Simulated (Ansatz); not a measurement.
**Nd (bcc)**

Level of theory: DFT, PBE, scalar-relativistic, collinear spin; plane waves to 420 eV with PAW datasets (Ansatz 0.2.0), 14×14×14 k-mesh, Gaussian smearing of 0.05 eV. The datasets are Ansatz's generated set soft_2.

```xyz
1
Lattice="-2.0767 2.0767 2.0767 2.0767 -2.0767 2.0767 2.0767 2.0767 -2.0767" Properties=species:S:1:pos:R:3 pbc="T T T"
Nd    0.0000    0.0000    0.0000
```

At room temperature and ambient pressure Nd is dhcp.

Magnetic state: ferromagnetic, site spin moments Nd 3.65 μB.

At this volume the pressure is 0.59 GPa; it isn't quite the equilibrium of this level of theory.

Path: Γ–H–N–Γ–P–H | P–N, with Γ = (0.000, 0.000, 0.000), H = (0.500, -0.500, 0.500), N = (0.000, 0.000, 0.500), P = (0.250, 0.250, 0.250) in reciprocal vectors of the calculation's cell.

Question: Is it a metal or an insulator, and if it has a gap, where are the band edges on this path?

Answer: A metal: bands cross the Fermi level.

Bands as a text map, energy in eV from the Fermi level (dashes), each leg drawn with the same width, + spin up, o spin down, # both:
```
  1.71 |++#ooo   oo#o# o   o++           o      o#o  
  1.43 |   +       o    # #++ +o               o+    
  1.14 |            #    #+    +o    o  #    oo+     
  0.86 |+++#++++++++ #+##++++++++#+##+#+++++##+++++++
  0.57 |  +++++++++#++#++++    ++ oo+++#++++++#######
  0.29 |    +      ++   +        +#++#+#    ++       
  0.00 |+++-#+++++++++++++++++++++++++#+#++++++#+++++
 -0.29 |++++##++++#++++++++++++++++++  + +++++++#++++
 -0.57 |++++ o   ooo      +++++++#+  +  +o     +     
 -0.86 |    + o  o+ o                 ++         o   
 -1.14 |   o +ooo ++ o o                 +oo    + oo 
 -1.43 |     ++  +  + o o        +               +  o
 -1.71 |   +  +++    +   o      o         ++      +  
 -2.00 |              +++ o                        ++
 -2.29 |  o              +      +                    
 -2.57 |                       o                     
 -2.86 |  +               +o                         
 -3.14 | o                  o o+                     
 -3.43 |o                  + o                       
 -3.71 | +                  + +                      
 -4.00 |+                    +                       
 -4.29 |                                             
 -4.57 |                                             
 -4.86 |                                             
 -5.14 |                                             
 -5.43 |                                             
 -5.71 |                                             
 -6.00 |                                             
        Γ      H      N      Γ      P      HP       N
```

Without a U the open 4f shell is pinned at the Fermi level, an artefact: in the real crystal it splits into occupied and empty levels away from it, and its large orbital moment is missing here. For elements this heavy, spin–orbit coupling would shift levels and gaps; it isn't included here. The run wasn't fully tested for a lower electronic state. Site moments are of spin, integrated over atomic spheres.

The open shells may stand above their lowest state, and forces and pressures are less sure for it.
